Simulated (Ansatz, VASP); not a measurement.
**AlNi in VASP and in Ansatz**

```xyz
2
Lattice="2.8326 0.0000 0.0000 0.0000 2.8326 0.0000 0.0000 0.0000 2.8326" Properties=species:S:1:pos:R:3 pbc="T T T"
Al    0.0000    0.0000    0.0000
Ni    1.4163    1.4163    1.4163
```

Alike in both runs: functional LDA; k mesh 14 × 14 × 14; occupations gaussian, width 0.1 eV; no spin polarisation.

Ansatz relaxed the structure, and its values are those at the end. VASP's run is a single point on that final structure, the one shown.

```csv
,VASP,Ansatz
version,VASP 6.6.1,Ansatz 0.2.0
potentials or method,"VASP PAW LDA potentials, release 64 (Al, Ni)","scalar-relativistic, plane waves, PAW"
plane-wave cutoff (eV),520,420
valence electrons in the cell,13,21
```

|  | VASP | Ansatz | Ansatz less VASP |
| --- | --- | --- | --- |
| gap on the k mesh at the Fermi level (eV) | none | none | - |
| pressure (GPa) | 0.3 | 0.0 | -0.32 |

A gap of «none» marks a metal or a gap that the smearing closes. The two sets of potentials don't hold the same shells in valence.

Spin polarisation is off, so any magnetic state and its effect on volume and gap are missing.
